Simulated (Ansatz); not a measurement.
## Sc (P6/mmm): electronic heat capacity and spin susceptibility from the density of states

These are results of DFT PBE, scalar-relativistic, plane waves, PAW in Ansatz 0.2.0, not measurements.

Settings: cutoff 420 eV, Γ-centred mesh 10×10×14 on the computed 3-atom cell, Gaussian smearing of 0.10 eV; no spin polarisation.

Relaxed cell: P6/mmm, a = 5.121 Å, b = 5.121 Å, c = 3.233 Å, α = 90.00°, β = 90.00°, γ = 120.00°, 3 atoms in the primitive cell. This form isn't the element's structure at ambient conditions.

The density of states at the Fermi level is 6.144 states/eV in the cell of 3 atoms (3 formula units; both spins, tetrahedra on a 15×15×21 mesh).

Q: What Sommerfeld coefficient and Pauli susceptibility does this give?

A: Per formula unit N(E_F) = 2.048 states/eV. γ = (π²/3) k_B² N(E_F) N_A = 2.357 mJ/(mol K²) per state/eV, so γ = 4.8 mJ/(mol K²), a mole of formula units. χ_P = μ_B² N(E_F) N_A = 3.23×10⁻⁵ emu/mol per state/eV gives 6.6×10⁻⁵ emu/mol. This is the bare band result: a measured γ of the same phase is as a rule larger by a factor 1 + λ from phonons and spin fluctuations, the spin part of χ is larger by the Stoner factor, and a measured χ also holds orbital and core terms. N(E_F) at one energy is sensitive to the mesh where the density of states has sharp peaks.